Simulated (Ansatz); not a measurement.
# F-43m: 4 crystals compared

All 4 crystals share space group F-43m (No. 216) and the same kinds of sites, 2 atoms in the primitive cell. They are database entries and needn't be the stable phases. The set is a selection: crystals with unstable modes on a coarse mesh or in a metal were left out. Cells are relaxed by PAW under the functional.

Quantity: harmonic phonons by finite displacements (no LO-TO term; negative means unstable), on a 2×2×2 q mesh. Level: LDA, all-electron LAPW in Ansatz 0.2.0, scalar-relativistic.

| crystal | cell (conventional) | k mesh | smearing (eV) | highest mode (cm⁻¹) | lowest at L (cm⁻¹) | lowest at X (cm⁻¹) | highest at Γ (cm⁻¹) |
| --- | --- | --- | --- | --- | --- | --- | --- |
| InP | a = 5.827 Å | 8×8×8 | none | ? | ? | ? | ? |
| SiC | a = 4.329 Å | 10×10×10 | none | 839 | 259 | 365 | 798 |
| MgTe | a = 6.370 Å | 6×6×6 | none | 286 | 36.3 | 50.7 | 245 |
| HgTe | a = 6.435 Å | 10×10×10 | 0.10 | 141 | 21.0 | 19.9 | 116 |

Question: What did the calculation give for InP?

Answer: highest mode = 331 cm⁻¹, lowest at L = 52.4 cm⁻¹, lowest at X = 65.5 cm⁻¹, highest at Γ = 304 cm⁻¹.

Keep in mind: this zinc-blende form is metastable at ambient conditions (MgTe); the gap is closed or tiny at this level, so small that the run used smearing; responses move with mesh and smearing (HgTe); no spin-orbit coupling on heavy atoms (HgTe); a very soft zone-boundary mode, near an instability or sensitive to the mesh (HgTe).
